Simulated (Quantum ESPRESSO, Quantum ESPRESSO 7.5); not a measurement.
# 2H-WS2, 1 layer, rectangular cell: a series in strain along the second axis

Aim: how the results for 2H-WS2, 1 layer, rectangular cell change with strain along the second axis.

Calculated with Quantum ESPRESSO 7.5; plane-wave DFT, PBE, GBRV ultrasoft pseudopotentials.

### 1. The starting structure

The cell holds 6 atoms: 4 S and 2 W. Cell: a = 3.180 Å, b = 5.508 Å, c = 18.476 Å, α = 90.0°, β = 90.0°, γ = 90.0°. It derives from WS2. Vacuum lies along c.

Set-up: Cell and atoms are first relaxed; each strained cell is then held, the other axis too, and the atoms relax in it. A periodic run with 15 Å of vacuum in the starting cell gives the vacuum levels, and bands follow along a path.

Members -2, -1, 0, 1 and 2 took the same steps and show in the table alone.

### 2. Relaxing cell and ions of the reference

What the set-up leaves free in this member is relaxed.

File ref.relax.in:

```
&control
  prefix = 'ref.relax'
  outdir = './out'
  pseudo_dir = './pseudo'
  nstep = 80
  forc_conv_thr = 0.0004
  calculation = 'vc-relax'
  etot_conv_thr = 1e-06
/
&system
  ibrav = 0
  nat = 6
  ntyp = 2
  ecutwfc = 50
  ecutrho = 250
  occupations = 'smearing'
  smearing = 'fd'
  degauss = 0.004
/
&electrons
  conv_thr = 1e-09
  mixing_beta = 0.4
  electron_maxstep = 120
  mixing_mode = 'plain'
/
&ions
/
&cell
  cell_dofree = '2Dxy'
  press_conv_thr = 0.3
/
ATOMIC_SPECIES
  S   32.0600  s_pbe_v1.4.uspp.F.UPF
  W   183.8400  w_pbe_v1.2.uspp.F.UPF
CELL_PARAMETERS angstrom
  3.18000000000000 0.00000000000000 0.00000000000000
  0.00000000000000 5.50792156806903 0.00000000000000
  0.00000000000000 0.00000000000000 18.47562023241895
ATOMIC_POSITIONS crystal
  S   0.999999999900 0.333333333400 0.405940363877
  S   0.500000000000 0.833333333300 0.405940363877
  W   0.000000000000 0.000000000000 0.500000000000
  W   0.500000000000 0.500000000000 0.500000000000
  S   0.999999999900 0.333333333400 0.594059636123
  S   0.500000000000 0.833333333300 0.594059636123
K_POINTS automatic
  10 6 1 0 0 0
```

Launch:

```bash
$ OMP_NUM_THREADS=1 mpirun -n 4 pw.x -nk 4 -in ref.relax.in > ref.relax.out
```

What it wrote:

```text
Program PWSCF v.7.5 starts
[citation notice left out]

     Parallel version (MPI & OpenMP), running on       4 processor cores
     Number of MPI processes:                 4
     Threads/MPI process:                     1

     MPI processes distributed on     1 nodes
[...]
Current dimensions of program PWSCF are:
     Max number of different atomic species (ntypx) = 10
     Max number of k-points (npk) =  40000
     Max angular momentum in pseudopotentials (lmaxx) =  4
     Found identity + ( -0.5000  0.5000  0.0000) symmetry
     This is a supercell, fractional translations are disabled
     Message from routine setup:
     using ibrav=0 with symmetry is DISCOURAGED, use correct ibrav instead

     K-points division:     npool     =       4
     Subspace diagonalization in iterative solution of the eigenvalue problem:
     a serial algorithm will be used

     G-vector sticks info
     --------------------
     sticks:   dense  smooth     PW     G-vecs:    dense   smooth      PW
     Sum        1247     993    295               145685   104361   16727

     Using Slab Decomposition

     bravais-lattice index     =            0
     lattice parameter (alat)  =       6.0093  a.u.
     unit-cell volume          =    2183.7881 (a.u.)^3
     number of atoms/cell      =            6
     number of atomic types    =            2
     number of electrons       =        52.00
     number of Kohn-Sham states=           31
     kinetic-energy cutoff     =      50.0000  Ry
     charge density cutoff     =     250.0000  Ry
     scf convergence threshold =      1.0E-09
     mixing beta               =       0.4000
     number of iterations used =            8  plain     mixing
     energy convergence thresh.=      1.0E-06
     force convergence thresh. =      4.0E-04
     press convergence thresh. =      3.0E-01
     Exchange-correlation= SLA  PW   PBE  PBE
                           (   1   4   3   4   0   0   0)
     nstep                     =           80

     celldm(1)=   6.009329  celldm(2)=   0.000000  celldm(3)=   0.000000
     celldm(4)=   0.000000  celldm(5)=   0.000000  celldm(6)=   0.000000

     crystal axes: (cart. coord. in units of alat)
               a(1) = (   1.000000   0.000000   0.000000 )
               a(2) = (   0.000000   1.732051   0.000000 )
               a(3) = (   0.000000   0.000000   5.809943 )

     reciprocal axes: (cart. coord. in units 2 pi/alat)
               b(1) = (  1.000000  0.000000  0.000000 )
               b(2) = (  0.000000  0.577350  0.000000 )
               b(3) = (  0.000000  0.000000  0.172119 )

     PseudoPot. # 1 for S  read from file:
     ./pseudo/s_pbe_v1.4.uspp.F.UPF
     Pseudo is Ultrasoft + core correction, Zval =  6.0
     Generated by new atomic code, or converted to UPF format
     Using radial grid of  907 points,  6 beta functions with:
                l(1) =   0
                l(2) =   0
                l(3) =   1
                l(4) =   1
                l(5) =   2
                l(6) =   2
     Q(r) pseudized with  8 coefficients,  rinner =    1.300   1.300   1.300
                                                       1.300   1.300

     PseudoPot. # 2 for W  read from file:
     ./pseudo/w_pbe_v1.2.uspp.F.UPF
     Pseudo is Ultrasoft + core correction, Zval = 14.0
     Generated by new atomic code, or converted to UPF format
     Using radial grid of  923 points,  8 beta functions with:
                l(1) =   0
                l(2) =   0
                l(3) =   0
                l(4) =   1
                l(5) =   1
                l(6) =   2
                l(7) =   2
                l(8) =   3
     Q(r) pseudized with  6 coefficients,  rinner =    1.350   1.350   1.350
                                                       1.350   1.350   1.350
                                                       1.350

     atomic species   valence    mass     pseudopotential
     S                 6.00    32.06000     S ( 1.00)
     W                14.00   183.84000     W ( 1.00)

      4 Sym. Ops. (no inversion) found

   Cartesian axes

     site n.     atom                  positions (alat units)
         1        S      tau(   1) = (   1.0000000   0.5773503   2.3584906  )
         2        S      tau(   2) = (   0.5000000   1.4433757   2.3584906  )
         3        W      tau(   3) = (   0.0000000   0.0000000   2.9049717  )
         4        W      tau(   4) = (   0.5000000   0.8660254   2.9049717  )
         5        S      tau(   5) = (   1.0000000   0.5773503   3.4514529  )
         6        S      tau(   6) = (   0.5000000   1.4433757   3.4514529  )

     number of k points=    24  Fermi-Dirac smearing, width (Ry)=  0.0040
                       cart. coord. in units 2pi/alat
        k(    1) = (   0.0000000   0.0000000   0.0000000), wk =   0.0333333
        k(    2) = (   0.0000000   0.0962250   0.0000000), wk =   0.0666667
        k(    3) = (   0.0000000   0.1924501   0.0000000), wk =   0.0666667
        k(    4) = (   0.0000000  -0.2886751   0.0000000), wk =   0.0333333
        k(    5) = (   0.1000000   0.0000000   0.0000000), wk =   0.0666667
        k(    6) = (   0.1000000   0.0962250   0.0000000), wk =   0.1333333
        k(    7) = (   0.1000000   0.1924501   0.0000000), wk =   0.1333333
        k(    8) = (   0.1000000  -0.2886751   0.0000000), wk =   0.0666667
        k(    9) = (   0.2000000   0.0000000   0.0000000), wk =   0.0666667
        k(   10) = (   0.2000000   0.0962250   0.0000000), wk =   0.1333333
[...]
k(   24) = (  -0.5000000  -0.2886751   0.0000000), wk =   0.0333333

     Dense  grid:   145685 G-vectors     FFT dimensions: (  32,  54, 180)

     Smooth grid:   104361 G-vectors     FFT dimensions: (  27,  48, 160)

     Estimated max dynamical RAM per process >     392.00 MB

     Estimated total dynamical RAM >       1.43 GB

     Check: negative core charge=   -0.000001

     Initial potential from superposition of free atoms

     starting charge      51.7992, renormalised to      52.0000

     negative rho (up, down):  1.293E-01 0.000E+00
     Starting wfcs are   42 randomized atomic wfcs

     total cpu time spent up to now is        3.5 secs

     per-process dynamical memory:   159.6 Mb

     Self-consistent Calculation

     iteration #  1     ecut=    50.00 Ry     beta= 0.40
     Davidson diagonalization with overlap
     ethr =  1.00E-02,  avg # of iterations =  2.0

     Threshold (ethr) on eigenvalues was too large:
     Diagonalizing with lowered threshold

     Davidson diagonalization with overlap
[...]
hartree contribution      =     985.65634111 Ry
     xc contribution           =    -116.26897839 Ry
     ewald contribution        =     686.00163700 Ry

     convergence has been achieved in  12 iterations

     negative rho (up, down):  1.376E-01 0.000E+00

     Forces acting on atoms (cartesian axes, Ry/au):

     atom    1 type  1   force =     0.00000000    0.00000058    0.03103427
     atom    2 type  1   force =     0.00000000    0.00000041    0.03103369
     atom    3 type  2   force =     0.00000000    0.00000088    0.00000000
     atom    4 type  2   force =     0.00000000   -0.00000287    0.00000000
     atom    5 type  1   force =     0.00000000    0.00000058   -0.03103427
     atom    6 type  1   force =     0.00000000    0.00000041   -0.03103369

     Total force =     0.062068     Total SCF correction =     0.000011

     Computing stress (Cartesian axis) and pressure

     negative rho (up, down):  1.376E-01 0.000E+00
          total   stress  (Ry/bohr**3)                   (kbar)     P=       -8.37
   0.00000548   0.00000000   0.00000000            0.81        0.00        0.00
   0.00000000   0.00000555   0.00000000            0.00        0.82        0.00
   0.00000000   0.00000000  -0.00018178            0.00        0.00      -26.74

     Energy error            =      2.3E-02 Ry
     Gradient error          =      3.1E-02 Ry/Bohr
     Cell gradient error     =      8.2E-01 kbar

     number of scf cycles    =   3
     number of bfgs steps    =   2

     enthalpy           old  =    -415.0107526529 Ry
     enthalpy           new  =    -415.0337837088 Ry

     CASE: enthalpy          _new < enthalpy          _old

     new trust radius        =       0.0849676008 bohr
     new conv_thr            =       0.0000000008 Ry

     new unit-cell volume =   2146.02539 a.u.^3 (   318.00815 Ang^3 )
     density =      2.58954 g/cm^3

CELL_PARAMETERS (angstrom)
   3.152375864   0.000000000   0.000000000
   0.000000000   5.460108023   0.000000000
   0.000000000   0.000000000  18.475620232

ATOMIC_POSITIONS (crystal)
S                0.9999999999        0.3333333055        0.4143606752
S                0.5000000000        0.8333332905        0.4143606882
W                0.0000000000        0.0000001634        0.5000000000
W                0.5000000000        0.4999999781        0.5000000000
S                0.9999999999        0.3333333055        0.5856393248
S                0.5000000000        0.8333332905        0.5856393118

[...]
NEW-OLD atomic charge density approx. for the potential
     New effective cutoffs (rho, wfc):  254.22   50.88

     Check: negative core charge=   -0.000001

     negative rho (up, down):  1.375E-01 0.000E+00

     total cpu time spent up to now is      276.9 secs

     per-process dynamical memory:   197.3 Mb

[...]
!    total energy              =    -415.03865132 Ry
[...]
Total force =     0.004449     Total SCF correction =     0.000023
[...]
number of bfgs steps    =   3
[...]
new trust radius        =       0.0165275321 bohr
[...]
!    total energy              =    -415.03918454 Ry
[...]
Total force =     0.001601     Total SCF correction =     0.000014
[...]
number of bfgs steps    =   4
[...]
new trust radius        =       0.0247912817 bohr
[...]
!    total energy              =    -415.03976279 Ry
[...]
Total force =     0.003498     Total SCF correction =     0.000006
[...]
number of bfgs steps    =   5
[...]
new trust radius        =       0.0371868772 bohr
[...]
Self-consistent Calculation

     iteration #  1     ecut=    50.00 Ry     beta= 0.40
     Davidson diagonalization with overlap
     ethr =  1.00E-06,  avg # of iterations =  4.9

     negative rho (up, down):  1.377E-01 0.000E+00

     total cpu time spent up to now is      528.3 secs

     total energy              =    -415.04020098 Ry
     estimated scf accuracy    <       0.00010696 Ry

[...]
iteration # 11     ecut=    50.00 Ry     beta= 0.40
[...]
negative rho (up, down):  1.377E-01 0.000E+00

[...]
End of self-consistent calculation

          k = 0.0000 0.0000 0.0000 ( 13061 PWs)   bands (ev):

   -74.2049 -74.1881 -38.6176 -38.4430 -38.3815 -38.3638 -38.2852 -38.2851
   -14.9059 -13.2971 -12.7820 -12.5342  -6.6296  -6.5048  -5.3010  -4.5658
    -3.5350  -2.9663  -2.9662  -2.3162  -2.3025  -1.7416  -1.7415  -1.4044
    -1.0921  -0.2442   2.7125   2.7286   2.7287   2.8589   2.8590

          k = 0.0000 0.0963 0.0000 ( 13055 PWs)   bands (ev):

   -74.2038 -74.1892 -38.5959 -38.4389 -38.3856 -38.3586 -38.3081 -38.2904
   -14.7916 -13.2542 -12.9703 -12.5961  -6.4173  -6.3669  -5.1268  -4.5552
    -3.4485  -3.2663  -2.8543  -2.6795  -2.2655  -1.9216  -1.5687  -1.4847
    -1.2561  -0.2984   2.5771   2.5944   2.6286   2.7582   2.8441

          k = 0.0000 0.1925 0.0000 ( 13054 PWs)   bands (ev):

   -74.2007 -74.1923 -38.5362 -38.4277 -38.3970 -38.3701 -38.3443 -38.3049
   -14.4660 -13.4334 -13.1322 -12.7553  -5.9948  -5.9071  -4.6540  -4.6494
    -3.9622  -3.3163  -3.1969  -2.5463  -2.3418  -2.1036  -1.7357  -1.5766
    -1.3650  -0.5505   2.1740   2.4067   2.4093   2.5412   2.6416

          k = 0.0000-0.2888 0.0000 ( 12976 PWs)   bands (ev):

   -74.1965 -74.1965 -38.4537 -38.4537 -38.4123 -38.4123 -38.3246 -38.3246
   -13.9818 -13.9818 -12.9528 -12.9528  -5.6179  -5.6179  -4.6303  -4.6303
    -4.0059  -4.0059  -2.8076  -2.8076  -2.1286  -2.1286  -1.8349  -1.8349
    -1.0308  -1.0308   2.1248   2.1248   2.3803   2.3803   2.9919

          k = 0.1000 0.0000 0.0000 ( 13053 PWs)   bands (ev):

   -74.2037 -74.1877 -38.6076 -38.4386 -38.3839 -38.3801 -38.3096 -38.2911
   -14.7826 -13.2508 -12.7260 -12.5033  -6.4783  -6.3560  -5.4045  -4.5155
    -3.5838  -3.2876  -2.8468  -2.6973  -2.2998  -2.1831  -1.9570  -1.5446
    -0.7663  -0.3032   2.5620   2.6145   2.6230   2.7465   2.9639

          k = 0.1000 0.0963 0.0000 ( 13046 PWs)   bands (ev):

   -74.2026 -74.1888 -38.5883 -38.4347 -38.3840 -38.3776 -38.3312 -38.2962
   -14.6714 -13.2091 -12.9063 -12.5645  -6.2892  -6.2247  -5.2137  -4.4979
    -3.5754  -3.5460  -2.9405  -2.7408  -2.2405  -2.1876  -2.1227  -1.5039
    -0.9120  -0.3755   2.3765   2.4812   2.5794   2.6616   2.9954

[...]
the Fermi energy is     0.7795 ev

!    total energy              =    -415.04026146 Ry
     estimated scf accuracy    <          1.4E-11 Ry
     smearing contrib. (-TS)   =      -0.00000000 Ry
     internal energy E=F+TS    =    -415.04026146 Ry

     The total energy is F=E-TS. E is the sum of the following terms:
     one-electron contribution =   -1969.30868108 Ry
     hartree contribution      =     984.83819180 Ry
     xc contribution           =    -116.35555926 Ry
     ewald contribution        =     685.78578708 Ry

     convergence has been achieved in  11 iterations

     negative rho (up, down):  1.377E-01 0.000E+00

     Forces acting on atoms (cartesian axes, Ry/au):

     atom    1 type  1   force =     0.00000000   -0.00000053    0.00130344
     atom    2 type  1   force =     0.00000000   -0.00000042    0.00130309
     atom    3 type  2   force =     0.00000000    0.00000120    0.00000000
     atom    4 type  2   force =     0.00000000    0.00000070    0.00000000
     atom    5 type  1   force =     0.00000000   -0.00000053   -0.00130344
     atom    6 type  1   force =     0.00000000   -0.00000042   -0.00130309

     Total force =     0.002607     Total SCF correction =     0.000007

     Computing stress (Cartesian axis) and pressure

     negative rho (up, down):  1.377E-01 0.000E+00
          total   stress  (Ry/bohr**3)                   (kbar)     P=        0.66
   0.00001233   0.0
```

It took 14 min on 4 MPI ranks of Arm Neoverse V1, shared host; peak memory 1.6 GiB; 56 min of CPU time.

The steps of the relaxation:

```
step  energy less that of the first step (eV)  largest force (eV/Å)  volume (Å³)
   1                                   0.0000                2.5591       323.60
   2                                  -0.4946                1.7936       320.84
   3                                  -0.8079                0.7979       318.53
   4                                  -0.8741                0.0572       318.01
   5                                  -0.8814                0.0206       319.14
   6                                  -0.8893                0.0450       320.85
   7                                  -0.8961                0.0335       323.42
   8                                  -0.8971                0.0072       324.85
   9                                  -0.8972                0.0017       324.87
  10                                  -0.8976                0.0017       324.87
```

```
cell as run  before  after  change
      a (Å)   3.180  3.186  +0.2 %
      b (Å)   5.508  5.519  +0.2 %
```

The atoms that moved most (Å, along periodic axes as changes of fractional coordinates times the final cell, across vacuum about the mean position):

```
atom     dx     dy      dz  length
  S6  0.000  0.000  -0.165   0.165
  S2  0.000  0.000   0.165   0.165
  S1  0.000  0.000   0.165   0.165
  S5  0.000  0.000  -0.165   0.165
```

Final coordinates:

```xyz
6
Lattice="3.1862 0.0000 0.0000 0.0000 5.5188 0.0000 0.0000 0.0000 18.4756" Properties=species:S:1:pos:R:3
S     3.1862    1.8396    7.6648
S     1.5931    4.5990    7.6648
W     0.0000    0.0000    9.2378
W     1.5931    2.7594    9.2378
S     3.1862    1.8396   10.8108
S     1.5931    4.5990   10.8108
```

 The last row is no step: it is a fresh SCF in the final cell with a new plane-wave basis, -0 meV from the row before.

Numbers from this step:

```
free energy  : -5646.9120 eV
Fermi energy : 0.7406 eV
```

(Continued in part 2 of 7.)

[Logs are printed without paths, hosts, clocks, repeated set-up lines and the standing remarks that a program may print on its own settings, such as how far it seeks lower states.]

[Hosts, paths, dates, database ids (printed as entryN), source tags and the programs' standing remarks are cut or masked in the printed files.]

[Maps of the electrostatic potential energy from Ansatz leave out the sawtooth potential of an applied field or a dipole correction, so their vacuum need not be flat; planar profiles and work functions include it.]
